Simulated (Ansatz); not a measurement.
Te:

```
Te
1.0
     3.82029   -2.14820    0.00000
     3.82029    2.14820    0.00000
    -0.09429    0.00000    5.97609
Te
3
Direct
  0.00000 0.00000 0.00000
  0.30945 0.30945 0.33881
  0.69055 0.69055 0.66119
```

This isn't the form of Te at room conditions, which is trigonal, of chains.

```yaml
Program: Ansatz 0.2.0
Task: single point
Functional: PBEsol
Potentials_or_basis: all-electron LAPW, scalar-relativistic
Cutoff: 200 eV (chosen from the basis error)
Basis_error_allowed: 0.001 eV/atom
k_mesh: 7 × 7 × 5
Occupations: fermi-dirac, width 0.05 eV
Spin: no spin polarisation
```

On this cell: pressure -1.9 GPa; largest force 0.085 eV/Å; band gap on the k mesh not listed.

The same run follows on a disturbed copy (atoms moved at random, drawn with an rms of 0.05 Å):

```xyz
3
Lattice="3.8203 -2.1482 0.0000 3.8203 2.1482 0.0000 -0.0943 0.0000 5.9761" Properties=species:S:1:pos:R:3 pbc="T T T"
Te    0.0034    0.0061    0.0313
Te    2.3199   -0.0141    2.0220
Te    5.1969   -0.0342    3.9592
```

Question: What does the disturbed cell give?

Answer: The energy moves by -0.2 meV/atom; pressure -1.9 GPa; largest force 0.103 eV/Å; band gap on the k mesh none (metal or under the smearing width).

Forces on the atoms (eV/Å):
```
Te   0.044 -0.025 -0.029
Te   0.056  0.045  0.012
Te  -0.099 -0.020  0.016
```

Stress tensor (GPa, compression positive):
```
-1.86 -0.01  0.05
-0.01 -1.70  0.03
 0.05  0.03 -2.09
```
